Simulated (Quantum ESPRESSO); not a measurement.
# HfN: phonon spectrum and thermodynamics under several settings

```
Hf N
1.0
     0.00000    2.25600    2.25600
     2.25600    0.00000    2.25600
     2.25600    2.25600    0.00000
Hf N
1 1
Cartesian
  0.0000 0.0000 0.0000
  2.2560 2.2560 2.2560
```

All runs used Quantum ESPRESSO 7.5; k mesh 10 × 10 × 10; relaxed cell; no spin polarisation; cutoff 612 eV; occupations cold, width 0.2 eV; q mesh 2 × 2 × 2.

| level | potentials | volume (Å³/atom) | pressure (GPa) | highest frequency (cm⁻¹) | zero-point energy (meV/atom) | entropy at room temperature (k_B/atom) |
| --- | --- | --- | --- | --- | --- | --- |
| LDA | GBRV 1.5 LDA | 11.13 | -0.1 | 548 | 61.7 | 2.64 |
| PBE | GBRV 1.5 PBE | 11.71 | 0.0 | 511 | 57.1 | 2.83 |
| PBEsol | GBRV 1.5 PBEsol | ? | 0.0 | ? | ? | ? |

**Question.** What stands in the row left open?

**Answer.** Volume 11.37 Å³/atom; highest frequency 534 cm⁻¹; zero-point energy 60.0 meV/atom; entropy at room temperature 2.71 k_B/atom.

For the row left open. Caveat: the q mesh is small, so phonon branches between its points and thermal values are rough.
